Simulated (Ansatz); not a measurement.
**P: relaxed-ion elastic tensor**

Method: Ansatz, DFT PBE, scalar-relativistic, plane waves, PAW. Plane waves to 420 eV; Γ-centred k mesh 6×6×6; fixed occupations. No spin polarisation.

The cell, relaxed at this level:
```
P
1.0
    -3.94177    3.94177    3.21322
     3.94177   -3.94177    3.21322
     3.94177    3.94177   -3.21322
P
8
Direct
  0.77667 0.02588 0.86954
  0.15634 0.90714 0.13046
  0.65714 0.40634 0.63046
  0.77588 0.02667 0.36954
  0.59366 0.22412 0.25080
  0.97333 0.34286 0.74920
  0.97412 0.84366 0.75080
  0.09286 0.22333 0.24920
```

The structure comes from a generated guess, relaxed at this level; another structure or a mixture of phases may lie lower. This form isn't the element's ground state: it lies 33 meV/atom above the standard structure at this level.

**Question.** Give the relaxed-ion elastic constants (GPa, Voigt order xx yy zz yz xz xy, on the Cartesian axes of the cell above).

**Answer.**
C11 = 54.1, C12 = 18.2, C13 = 16.5, C22 = 54.1, C23 = 16.5, C33 = 15.8, C44 = 21.4, C55 = 21.4, C66 = 36.2 GPa; the others vanish.

**Question.** Is the crystal stable against homogeneous strain?

**Answer.** Yes: the least eigenvalue of the tensor is 7.4 GPa.

**Question.** And the moduli of a polycrystal (Hill averages)?

**Answer.** B = 20 GPa, G = 16 GPa, E = 38 GPa, ν = 0.19.
